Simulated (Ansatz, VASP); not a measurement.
Ge: VASP beside Ansatz

```xyz
2
Lattice="-2.5062 2.5062 1.3745 2.5062 -2.5062 1.3745 2.5062 2.5062 -1.3745" Properties=species:S:1:pos:R:3 pbc="T T T"
Ge    2.5062    0.0000    0.6873
Ge    0.0000    0.0000    1.3745
```

Alike in both runs: task single point; functional PBE; k mesh 18 × 18 × 18; occupations fermi-dirac, width 0.1 eV; no spin polarisation.

|  | VASP | Ansatz |
| --- | --- | --- |
| version | VASP 6.6.1 | Ansatz 0.2.0 |
| potentials or method | VASP PAW PBE potentials, release 64 (Ge_d) | scalar-relativistic, plane waves, PAW |
| plane-wave cutoff (eV) | 520 | 420 |
| valence electrons in the cell | 28 | 28 |

|  | VASP | Ansatz | Ansatz less VASP |
| --- | --- | --- | --- |
| gap on the k mesh at the Fermi level (eV) | none | none | - |
| pressure (GPa) | 10.1 | 9.8 | -0.32 |

A gap of «none» marks a metal or a gap that the smearing closes.
